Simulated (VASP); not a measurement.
Here is a VASP 6.6.1 calculation.

Contents of INCAR:

```
PREC = Accurate
ENCUT = 520
EDIFF = 1E-7
ISMEAR = 0
SIGMA = 0.028999999999999998
LREAL = False
LASPH = True
NELM = 80
ALGO = Normal
ISIF = 2
LWAVE = False
LCHARG = True
GGA = PE
LELF = True
LVHAR = True
NBANDS = 16
```

File KPOINTS:

```
regular mesh
0
Gamma
  8 8 8
```

File POSCAR:

```
InP
1.0
    0.0000000000      2.9305000000      2.9305000000
    2.9305000000      0.0000000000      2.9305000000
    2.9305000000      2.9305000000      0.0000000000
In P
1 1
Direct
    0.0000000000      0.0000000000      0.0000000000
    0.7500000000      0.7500000000      0.7500000000
```

Potentials or basis: VASP PAW PBE potentials, release 64 (In_d, P).

Command:

```bash
$ cat potpaw_PBE.64/In_d/POTCAR potpaw_PBE.64/P/POTCAR > POTCAR
$ mpirun -np 1 vasp_std > vasp.out
```

Estimate the band gap on the k mesh.

0.71 eV, direct.

Estimate the pressure.

3.3 GPa.

Caveat: spin-orbit coupling is left out, which moves the levels of the heavy elements.

**What was measured.**

A printed reference work, data compilation reports, for a bulk crystal of InP at 1.6 K: band gap 1.4236 eV (direct).

Measured gap of InP: 1.4236 eV (direct; 1.6 K; a printed reference work, data compilation). This calculation gives 0.71 eV (-0.71 eV). Spin-orbit coupling on In is left out. The value is that of PBE, without temperature or zero-point motion. Semilocal functionals fall short of measured gaps as a rule.
